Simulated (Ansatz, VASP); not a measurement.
One calculation of ZnO, two programs

```
CELL_PARAMETERS angstrom
3.20548 0.00000 0.00000
-1.60274 2.77603 0.00000
0.00000 0.00000 5.13347
ATOMIC_POSITIONS crystal
Zn 0.33333 0.66667 0.00000
Zn 0.66667 0.33333 0.50000
O 0.33333 0.66667 0.38210
O 0.66667 0.33333 0.88210
```

Change from the starting cell: volume scaled by 0.96.

Alike in both runs: task single point; functional PBE; k mesh 11 × 11 × 6; occupations fermi-dirac, width 0.02 eV; no spin polarisation.

|  | VASP | Ansatz |
| --- | --- | --- |
| version | VASP 6.6.1 | Ansatz 0.2.0 |
| potentials or method | VASP PAW PBE potentials, release 64 (Zn, O), cutoff 520 eV | all-electron LAPW, scalar-relativistic |

|  | VASP | Ansatz | Ansatz less VASP |
| --- | --- | --- | --- |
| gap on the k mesh at the Fermi level (eV) | 0.85 | 0.88 | +0.032 |
| pressure (GPa) | 13.0 | 11.5 | -1.42 |
| largest component of the traceless stress (GPa) | 0.03 | 0.08 | +0.045 |
| rms of the force components (eV/Å) | 0.020 | 0.019 | -0.0006 |

Atom by atom the forces differ by 0.001 eV/Å (rms over components). Ansatz ran all-electron here, so the differences hold the error of VASP's frozen core and of both bases.
